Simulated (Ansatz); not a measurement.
Rocksalt AgCl, relaxed with r2SCAN: 4 runs in Ansatz 0.2.0, each a calculation of independent-particle optics. Space group Fm-3m (No. 225), cubic; conventional cell a = 5.546 Å, 21.33 Å³ an atom. Around Ag lie 6 Cl at 2.77 Å; around Cl lie 6 Ag at 2.77 Å. No spin polarisation and no zero-point or thermal motion.

```yaml
crystal:
  lattice:
    - [0.00000, 2.77318, 2.77318]
    - [2.77318, 0.00000, 2.77318]
    - [2.77318, 2.77318, 0.00000]
  atoms:
    - { symbol: Ag, position: [0.00000, 0.00000, 0.00000] }
    - { symbol: Cl, position: [0.50000, 0.50000, 0.50000] }
```

On meshes this coarse, single peaks can be features of the mesh. No local fields, no excitons; the zone sum runs over the cells of the mesh, and ε∞ includes the bands left out of the spectrum. Up to four peaks are listed, those above 15 % of the tallest and inside the complete range; the four can differ from row to row. Rows marked drawn have settings drawn at random (some not listed).

| functional | k mesh | broadening (eV) | scissors (eV) | range (eV) | settings | direct gap on the mesh before scissors (eV) | ε∞ xx | ε∞ yy | ε∞ zz | complete up to (eV) | tallest peaks of mean ε₂ (eV) |
| --- | --- | --- | --- | --- | --- | --- | --- | --- | --- | --- | --- |
| PBE | 6×6×6 | 0.1 | 0.00 | 0–12 | chosen | 3.23 | 5.37 | 5.37 | 5.37 | 12.0 | 4.70 5.15 8.45 10.10 |
| r2SCAN | 6×6×6 | 0.1 | 0.00 | 0–12 | chosen | 3.87 | 4.69 | 4.69 | 4.69 | 12.0 | 5.25 5.75 9.10 10.70 |
| PBE | 6×6×6 | 0.1 | 1.54 (to HSE06) | 0–12 | chosen | 3.23 | 4.56 | 4.56 | 4.56 | 12.0 | 6.20 6.70 10.00 11.65 |
| PBE | 4×4×4 | 0.15 | 0.00 | 2–15 | drawn | 3.22 | 5.39 | 5.39 | 5.39 | 15.0 | 4.80 6.20 8.40 10.10 |

The fundamental gap is indirect (0.91 eV with PBE on 6×6×6); the table holds the direct one.

The runs are scalar-relativistic, without spin-orbit coupling.
